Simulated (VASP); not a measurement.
# SiO2 (Quartz): input slips in a phonon run and what they do, part 3 of 3

Some phonon runs on SiO2 (Quartz) get a fault in the input on purpose. Which of them show, and how? The starting structure is a measured crystal structure from the Crystallography Open Database.

VASP 6.6.1.

Results so far: reference E (8) 1148.7 cm⁻¹; a k mesh far too coarse E (8) 1141.8 cm⁻¹.

### Step 4. Modes with a cutoff far too low

Level of this step: LDA; plane waves and PAW (Si, O) (VASP).

A slip made on purpose: a cutoff far too low. Against step 2 the input has ENCUT = 220 (also changed: NELM).

Contents of INCAR:

```
SYSTEM = SiO2
PREC = Accurate
ENCUT = 220
EDIFF = 1E-08
NELM = 60
ISMEAR = 0
SIGMA = 0.03
LREAL = .FALSE.
ALGO = Normal
GGA = CA
NBANDS = 33
LORBIT = 11
LWAVE = .FALSE.
LCHARG = .FALSE.
KPAR = 16
IBRION = 6
NFREE = 2
POTIM = 0.015
NSW = 1
ISIF = 2
```

Contents of POSCAR:

```
SiO2
1.0
    4.8731983454      0.0000000000      0.0000000000
   -2.4365991727      4.2203135648      0.0000000000
    0.0000000000      0.0000000000      5.3745426318
Si O
3 6
Direct
    0.4646546499      0.4646546499      0.0000000000
    0.0000000000      0.5353453501      0.6666666667
    0.5353453501      0.0000000000      0.3333333333
    0.8645277142      0.2760564768      0.4458099069
    0.7239435232      0.5884712373      0.7791432403
    0.4115287627      0.1354722858      0.1124765736
    0.2760564768      0.8645277142      0.5541900931
    0.5884712373      0.7239435232      0.2208567597
    0.1354722858      0.4115287627      0.8875234264
```

Contents of KPOINTS:

```
Automatic mesh
0
Gamma
6 6 4
0 0 0
```

Potentials, in the order of the species: Si and O (LDA family, release 64).

On the command line:

```sh
mpirun -np 16 vasp_std
```

Log:

```text
[banner, memory and clock lines left out]
running   16 mpi-ranks, on    1 nodes
[...]
[... a notice as in an earlier step ...]

 LDA part: xc-table for (Slater(with rela. corr.)+CA(PZ))
 , standard interpolation
 POSCAR, INCAR and KPOINTS ok, starting setup
[...]
entering main loop
       N       E                     dE             d eps       ncg     rms          rms(c)
DAV:   1     0.122266864833E+03    0.12227E+03   -0.16168E+04  1760   0.689E+02
DAV:   2    -0.757732259998E+02   -0.19804E+03   -0.19410E+03  2009   0.221E+02
DAV:   3    -0.831528205793E+02   -0.73796E+01   -0.73539E+01  2015   0.447E+01
DAV:   4    -0.832148614922E+02   -0.62041E-01   -0.62009E-01  1896   0.426E+00
[...]
DAV:  12    -0.788652585734E+02    0.18910E-05   -0.12459E-05  1992   0.178E-02    0.592E-03
DAV:  13    -0.788652585960E+02   -0.22654E-07   -0.10106E-06  1960   0.537E-03    0.163E-03
DAV:  14    -0.788652585972E+02   -0.11914E-08   -0.30636E-08  1776   0.985E-04
   1 F= -.78865259E+02 E0= -.78865259E+02  d E =-.221373E-15
[... from here on, the cycles between the ionic steps are left out ...]
   2 F= -.78860465E+02 E0= -.78860465E+02  d E =-.243240E-14
   3 F= -.78859594E+02 E0= -.78859594E+02  d E =-.944468E-16
   4 F= -.78859700E+02 E0= -.78859700E+02  d E =-.412426E-14
   5 F= -.78859700E+02 E0= -.78859700E+02  d E =-.403919E-15
   6 F= -.78873429E+02 E0= -.78873429E+02  d E =-.113955E-13
   7 F= -.78853903E+02 E0= -.78853903E+02  d E =-.253675E-17
   8 F= -.78861489E+02 E0= -.78861489E+02  d E =-.221835E-15
   9 F= -.78861286E+02 E0= -.78861286E+02  d E =-.230129E-15
  10 F= -.78855316E+02 E0= -.78855316E+02  d E =-.359414E-16
  11 F= -.78869488E+02 E0= -.78869488E+02  d E =-.262513E-14
 Finite differences progress:
  Degree of freedom:   5/  5
  Displacement:        2/  2
  Total:              10/ 10
```

It took 41 s on 16 MPI ranks of Intel Xeon Platinum 8488C (Sapphire Rapids), shared host; peak memory 4.1 GiB; 10 min of CPU time.

From OUTCAR (step 4):

```text
  Total      -91.2764446    -91.4558250    -91.7963477      0.1196375     -0.1578142      0.0541933
  in kB    -1323.0278237  -1325.6278951  -1330.5636810      1.7341141     -2.2874756      0.7855175
  external PRESSURE =   -1326.4064666 kB  Pullay stress =       0.0000000 kB

 POSITION                                       TOTAL-FORCE (eV/Angst)
 -----------------------------------------------------------------------------------
      1.13218      1.96099      0.00000         0.035362      0.021188      0.045246
     -1.30442      2.25933      3.58303         0.026248     -0.218048     -0.217816
      2.60884      0.00000      1.79151        -0.131840     -0.100585     -0.094445
      3.54038      1.16504      2.38102         0.766611      0.374262     -0.094544
      2.09405      2.48353      4.18754        -0.307589      0.546972     -0.501333
      1.67537      0.57174      0.60451        -0.352534     -0.572059     -0.500908
     -0.76123      3.64858      2.97852        -0.320569      0.559346      0.485949
      1.10378      3.05527      1.18700         0.647168     -0.038461      0.449506
     -0.34255      1.73678      4.77003        -0.362859     -0.572616      0.428343
 -----------------------------------------------------------------------------------
    total drift:                               -0.000242     -0.000874      0.000257

  FREE ENERGIE OF THE ION-ELECTRON SYSTEM (eV)
  ---------------------------------------------------
  free  energy   TOTEN  =       -78.8694878364 eV

  energy  without entropy=      -78.8694878364  energy(sigma->0) =      -78.86948784

[... 1 part as in an earlier step ...]

[... 2 further parts left out ...]
[key lines of the parts left out:]
E-fermi :   1.1546
```

With a cutoff far too low the modes are at the top E (8) 1167.2, A1 (4) 1112.1 cm⁻¹, at the bottom A1 (1) 140.0, E (1) -76.0 cm⁻¹, with 12 more of the listed ones between; E (1), real with the reference, turns imaginary. Imaginary, given as negative numbers: E (1).

### Step 5. Modes with one-sided displacements

A slip made on purpose: one-sided displacements. Against step 2 the input has NFREE = 1 (also changed: NELM).

Changes to INCAR since step 4:

```diff
@@ -2,3 +2,3 @@
 PREC = Accurate
-ENCUT = 220
+ENCUT = 520
 EDIFF = 1E-08
@@ -16,3 +16,3 @@
 IBRION = 6
-NFREE = 2
+NFREE = 1
 POTIM = 0.015
```

POSCAR is that of step 4.

KPOINTS is that of step 4.

On the command line:

```sh
mpirun -np 16 vasp_std
```

Log:

```text
[... set-up lines as in an earlier step ...]
 entering main loop
       N       E                     dE             d eps       ncg     rms          rms(c)
[... 15 cycles as in an earlier step ...]
   1 F= -.77909002E+02 E0= -.77909002E+02  d E =-.156140E-17
[...]
2 F= -.77903928E+02 E0= -.77903928E+02  d E =-.149027E-16
[...]
3 F= -.77903557E+02 E0= -.77903557E+02  d E =-.754755E-16
[...]
4 F= -.77907336E+02 E0= -.77907336E+02  d E =-.268617E-15
[...]
5 F= -.77905170E+02 E0= -.77905170E+02  d E =-.192266E-16
[...]
6 F= -.77906089E+02 E0= -.77906089E+02  d E =-.792109E-17
 Finite differences progress:
  Degree of freedom:   5/  5
  Displacement:        1/  1
  Total:               5/  5
```

Run time: 86 s. Hardware: 16 MPI ranks; peak memory 7.6 GiB.

OUTCAR, selected parts (step 5):

```text
  Total       -0.0812710      0.1129178      0.2664563     -0.1147596      0.1722043     -0.0768092
  in kB       -1.1780009      1.6367136      3.8622128     -1.6634101      2.4960563     -1.1133292
  external PRESSURE =       1.4403085 kB  Pullay stress =       0.0000000 kB

 POSITION                                       TOTAL-FORCE (eV/Angst)
 -----------------------------------------------------------------------------------
      1.13218      1.96099      0.00000        -0.009235      0.019985     -0.046168
     -1.30442      2.25933      3.58303         0.000445      0.175083      0.221013
      2.60884      0.00000      1.79151         0.071283      0.088865      0.097705
      3.54038      1.16504      2.41102        -0.105263     -0.351189     -0.389574
      2.09405      2.48353      4.18754        -0.022316      0.015155      0.030286
      1.67537      0.57174      0.60451         0.031474      0.003690      0.029687
     -0.76123      3.64858      2.97852        -0.000856      0.008493     -0.013457
      1.10378      3.05527      1.18700         0.004806      0.029390      0.019772
     -0.34255      1.73678      4.77003         0.029662      0.010529      0.050736
 -----------------------------------------------------------------------------------
    total drift:                                0.000004      0.000710      0.000100

  FREE ENERGIE OF THE ION-ELECTRON SYSTEM (eV)
  ---------------------------------------------------
  free  energy   TOTEN  =       -77.9060892011 eV

  energy  without entropy=      -77.9060892011  energy(sigma->0) =      -77.90608920

[... 2 parts as in an earlier step ...]

[... 1 further part left out ...]
[key lines of the parts left out:]
E-fermi :   1.2063
```

With one-sided displacements the modes are at the top E (8) 1149.1, A1 (4) 1082.1 cm⁻¹, at the bottom A1 (1) 224.0, E (1) 126.8 cm⁻¹, with 12 more of the listed ones between; the largest shift is -5.9 cm⁻¹, in E (6), from the reference.

### Step 6. Modes with a structure that was not relaxed

A slip made on purpose: a structure that was not relaxed. Against step 2 the input has another starting structure (also changed: NELM).

Changes to INCAR since step 5:

```diff
@@ -16,3 +16,3 @@
 IBRION = 6
-NFREE = 1
+NFREE = 2
 POTIM = 0.015
```

Contents of POSCAR:

```
SiO2
1.0
    4.9158000000      0.0000000000      0.0000000000
   -2.4579000000      4.2572076799      0.0000000000
    0.0000000000      0.0000000000      5.4091000000
Si O
3 6
Direct
    0.4697000000      0.4697000000      0.0000000000
    0.0000000000      0.5303000000      0.6666666667
    0.5303000000      0.0000000000      0.3333333333
    0.8538000000      0.2680000000      0.4523333333
    0.7320000000      0.5858000000      0.7856666667
    0.4142000000      0.1462000000      0.1190000000
    0.2680000000      0.8538000000      0.5476666667
    0.5858000000      0.7320000000      0.2143333333
    0.1462000000      0.4142000000      0.8810000000
```

KPOINTS is that of step 5.

On the command line:

```sh
mpirun -np 16 vasp_std
```

Log:

```text
[... set-up lines as in an earlier step ...]
 entering main loop
       N       E                     dE             d eps       ncg     rms          rms(c)
DAV:   1     0.271490597618E+03    0.27149E+03   -0.25384E+04  1592   0.134E+03
DAV:   2    -0.698761535778E+02   -0.34137E+03   -0.32802E+03  2047   0.309E+02
DAV:   3    -0.876794354098E+02   -0.17803E+02   -0.17727E+02  2000   0.748E+01
DAV:   4    -0.878758479681E+02   -0.19641E+00   -0.19621E+00  2000   0.884E+00
[...]
DAV:  13    -0.779044200481E+02   -0.17462E-06   -0.24393E-06  2008   0.865E-03    0.215E-03
DAV:  14    -0.779044201053E+02   -0.57122E-07   -0.72385E-08  1928   0.160E-03    0.921E-04
DAV:  15    -0.779044201114E+02   -0.61173E-08   -0.21720E-08  1488   0.779E-04
   1 F= -.77904420E+02 E0= -.77904420E+02  d E =-.115098E-21
[... from here on, the cycles between the ionic steps are left out ...]
   2 F= -.77899191E+02 E0= -.77899191E+02  d E =-.382862E-20
   3 F= -.77899229E+02 E0= -.77899229E+02  d E =-.226013E-22
   4 F= -.77898914E+02 E0= -.77898914E+02  d E =-.519850E-19
   5 F= -.77898914E+02 E0= -.77898914E+02  d E =-.100362E-22
   6 F= -.77903711E+02 E0= -.77903711E+02  d E =-.291324E-18
   7 F= -.77901722E+02 E0= -.77901722E+02  d E =-.237556E-25
   8 F= -.77900473E+02 E0= -.77900473E+02  d E =-.976434E-22
   9 F= -.77900624E+02 E0= -.77900624E+02  d E =-.182962E-21
  10 F= -.77901062E+02 E0= -.77901062E+02  d E =-.816290E-22
  11 F= -.77902010E+02 E0= -.77902010E+02  d E =-.407476E-21
 Finite differences progress:
  Degree of freedom:   5/  5
  Displacement:        2/  2
  Total:              10/ 10
```

It took 3.2 min on 16 MPI ranks; peak memory 8.2 GiB; 51 min of CPU time.

OUTCAR, selected parts (step 6):

```text
  Total        0.2555801      0.0654698     -0.0914918      0.1157790     -0.1519697      0.0778981
  in kB        3.6173751      0.9266332     -1.2949378      1.6386879     -2.1509163      1.1025373
  external PRESSURE =       1.0830235 kB  Pullay stress =       0.0000000 kB

 POSITION                                       TOTAL-FORCE (eV/Angst)
 -----------------------------------------------------------------------------------
      1.15448      1.99961      0.00000         0.002849     -0.028275      0.047315
     -1.30342      2.25760      3.60607        -0.011342     -0.154393     -0.205625
      2.60685      0.00000      1.80303        -0.070866     -0.097665     -0.103827
      3.53839      1.14093      2.43172         0.190047      0.344625      0.348774
      2.15853      2.49387      4.24975        -0.005538      0.043848     -0.061877
      1.67678      0.62240      0.64368        -0.070655     -0.057313     -0.061657
     -0.78112      3.63480      2.96238        -0.037892      0.045857      0.044841
      1.08049      3.11628      1.15935         0.062234     -0.025708      0.008895
     -0.29937      1.76334      4.76542        -0.058838     -0.070975     -0.016838
 -----------------------------------------------------------------------------------
    total drift:                                0.000083     -0.000066     -0.000562

  FREE ENERGIE OF THE ION-ELECTRON SYSTEM (eV)
  ---------------------------------------------------
  free  energy   TOTEN  =       -77.9020102412 eV

  energy  without entropy=      -77.9020102412  energy(sigma->0) =      -77.90201024

[... 1 part as in an earlier step ...]

[... 2 further parts left out ...]
[key lines of the parts left out:]
E-fermi :   1.0371
```

With a structure that was not relaxed the modes are at the top E (8) 1163.9, A1 (4) 1097.5 cm⁻¹, at the bottom A1 (1) 196.5, E (1) 115.1 cm⁻¹, with 12 more of the listed ones between; the largest shift is -27.2 cm⁻¹, in A1 (1), from the reference.

### Step 7. The runs compared

```
                             run   E (8)  A1 (4)  A2 (4)   E (7)  A1 (2)  E (2)  A1 (1)  E (1)  imaginary modes, each partner counted  core minutes
                       reference  1148.7  1085.6  1080.8  1070.3   337.6  255.2   223.7  129.0                                      0          51.8
         a k mesh far too coarse  1141.8  1086.7  1065.7  1069.9   329.2  291.1   226.1   76.0                                      0          1.65
            a cutoff far too low  1167.2  1112.1  1103.6  1097.1   311.1  206.3   140.0  -76.0                                      2          10.9
         one-sided displacements  1149.1  1082.1  1079.2  1069.6   334.2  259.2   224.0  126.8                                      0          22.9
a structure that was not relaxed  1163.9  1097.5  1091.7  1083.8   337.1  247.3   196.5  115.1                                      0          50.9
```

Modes are in cm⁻¹, degenerate ones as one, matched between runs by symmetry and order. A number in brackets counts the listed modes of one symmetry from the lowest. The symmetry labels come from an automatic analysis and can be wrong where levels nearly coincide. Between the highest four and the lowest four, 8 more are left out. Core minutes are wall time times ranks of the run shown, on a shared host.

### Step 8. Summary of results

| Property | Result |
| --- | --- |
| E (8), reference | 1148.7 cm⁻¹ |
| E (1), reference | 129.0 cm⁻¹ |
| E (8), a k mesh far too coarse | 1141.8 cm⁻¹ |
| E (1), a k mesh far too coarse | 76.0 cm⁻¹ |
| E (8), a cutoff far too low | 1167.2 cm⁻¹ |
| E (1), a cutoff far too low | -76.0 cm⁻¹ |
| E (8), one-sided displacements | 1149.1 cm⁻¹ |
| E (1), one-sided displacements | 126.8 cm⁻¹ |
| E (8), a structure that was not relaxed | 1163.9 cm⁻¹ |
| E (1), a structure that was not relaxed | 115.1 cm⁻¹ |

**Reading.** Finished, but with signs in the output that stand out against the reference: a k mesh far too coarse, with modes off by up to -53 cm⁻¹, in E (1) (signs: a pressure of -1.8 GPa on the undisplaced cell and forces of up to 0.87 eV/Å on the undisplaced atoms); a cutoff far too low, with E (1) turned imaginary (signs: a pressure of -132.5 GPa on the undisplaced cell, forces of up to 0.80 eV/Å on the undisplaced atoms and imaginary modes); one-sided displacements, with modes off by up to -5.9 cm⁻¹, in E (6) (signs: a translation at -8 cm⁻¹ instead of zero); a structure that was not relaxed, with modes off by up to -27 cm⁻¹, in A1 (1) (signs: a pressure of 0.2 GPa on the undisplaced cell and forces of up to 0.07 eV/Å on the undisplaced atoms). The frequencies are harmonic, and the splitting of polar modes by their long-range field is left out. Further runs on this material are not shown.

[Lines on the potential files, build, host, timing and source positions are cut from VASP's logs without a mark.]

[Logs are printed without paths, hosts, clocks, repeated set-up lines and the standing remarks that a program may print on its own settings, such as how far it seeks lower states.]

[Hosts, paths, dates, database ids (printed as entryN), source tags and the programs' standing remarks are cut or masked in the printed files.]
